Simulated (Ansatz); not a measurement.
# WSe2: the cost of one run

Program: Ansatz 0.2.0. Level of theory: DFT PBE+U (U = 2 eV, J = 0.7 eV on W d), plane waves, PAW, no spin–orbit coupling unless a run says so. These are calculated values, not measurements.

## 1. The system as given

The structure is cubic, space group Fm-3m (No. 225). The conventional cell has a = 6.327 Å, b = 6.327 Å, c = 6.327 Å, α = 90.00°, β = 90.00°, γ = 90.00°. W (site symmetry m-3m) is surrounded by 8 Se at 2.74 Å. Se (site symmetry -43m) is surrounded by 4 W at 2.74 Å.

As a file:

```xyz
3
Lattice="0.0000 3.1637 3.1637 3.1637 0.0000 3.1637 3.1637 3.1637 0.0000" Properties=species:S:1:pos:R:3 pbc="T T T"
W     0.0000    0.0000    0.0000
Se    1.5819    1.5819    1.5819
Se    4.7456    4.7456    4.7456
```

Magnetic order typed: ferromagnetic.

## 2. From atoms, symmetry kept, no search

File input.yaml:

```yaml
crystal:
  lattice:
    - [0.0, 3.16372469, 3.16372469]
    - [3.16372469, 0.0, 3.16372469]
    - [3.16372469, 3.16372469, 0.0]
  atoms:
    - { symbol: W, position: [0.0, 0.0, 0.0], spin: 2.0 }
    - { symbol: Se, position: [0.25, 0.25, 0.25] }
    - { symbol: Se, position: [0.75, 0.75, 0.75] }
basis:
  ecutwfc: 420
  ecutrho_ratio: 4
kpoints:
  mp_grid: { grid: [5, 5, 5] }
hamiltonian:
  xc: pbe
  hubbard: { sites: [{ site: 0, l: d, u: 2.0, j: 0.7 }] }
scf:
  occupations: { method: gaussian, width: 0.05 }
  lower_state_search: "off"
  max_iter: 150
output:
  forces: true
  stress: true
  eigenvalues: true
  populations: true
  hubbard: { sites: [{ site: 0, l: d }] }
magnetization:
  spin_polarized: true
```

On the command line:

```bash
> ansatz run input.yaml --threads 2 --pin off --max-ram 3072MiB --backend cpu --events-out ev --progress --plain --runs-dir out
```

**Question.** How long does this run take on 2 threads of Arm Neoverse N1, shared host, and how much memory does it need?

About 6.3 s, with a peak of 0.35 GiB.
